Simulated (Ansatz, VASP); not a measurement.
**Ge in VASP and in Ansatz**

```
Ge
1.0
     2.63603    0.00000    0.00000
     0.00000    2.63603    0.00000
     0.00000    0.00000    2.63603
Ge
1
Direct
  0.00000 0.00000 0.00000
```

Change from the starting cell: volume scaled by 0.92, LAPW.

Alike in both runs: task single point; functional PBE; k mesh 15 × 15 × 15; occupations fermi-dirac, width 0.08 eV; no spin polarisation.

|  | VASP | Ansatz |
| --- | --- | --- |
| version | VASP 6.6.1 | Ansatz 0.2.0 |
| potentials or method | VASP PAW PBE potentials, release 64 (Ge_d), cutoff 520 eV | all-electron LAPW, scalar-relativistic |

|  | VASP | Ansatz | Ansatz less VASP |
| --- | --- | --- | --- |
| pressure (GPa) | 6.8 | 6.8 | 0.00 |

Ansatz ran all-electron here, so the differences hold the error of VASP's frozen core and of both bases.
